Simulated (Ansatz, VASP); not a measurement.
## SiO2: VASP beside Ansatz

```
Si O
1.0
     4.06667    0.00000    0.00000
     0.00000    4.06667    0.00000
     0.00000    0.00000    2.79810
Si O
2 4
Direct
  0.50000 0.50000 0.50000
  0.00000 0.00000 0.00000
  0.69302 0.69302 0.00000
  0.19302 0.80698 0.50000
  0.30698 0.30698 0.00000
  0.80698 0.19302 0.50000
```

Change from the starting cell: strain -0.040 along x and y, +0.040 along z, atoms carried along.

Alike in both runs: task single point; functional PBE; k mesh 6 × 6 × 8; occupations gaussian, width 0.05 eV; no spin polarisation.

|  | VASP | Ansatz |
| --- | --- | --- |
| version | VASP 6.6.1 | Ansatz 0.2.0 |
| potentials or method | VASP PAW PBE potentials, release 64 (Si, O) | scalar-relativistic, plane waves, PAW |
| plane-wave cutoff (eV) | 520 | 420 |
| valence electrons in the cell | 32 | 32 |

|  | VASP | Ansatz | Ansatz less VASP |
| --- | --- | --- | --- |
| gap on the k mesh at the Fermi level (eV) | 5.41 | 5.42 | +0.011 |
| least direct gap on the mesh (eV) | 5.41 | 5.42 | +0.011 |
| pressure (GPa) | 11.1 | 11.0 | -0.14 |
| largest component of the traceless stress (GPa) | 21.09 | 21.32 | +0.231 |
| rms of the force components (eV/Å) | 0.339 | 0.339 | +0.0004 |

Atom by atom the forces differ by 0.000 eV/Å (rms over components).

A k mesh can miss the band edges.
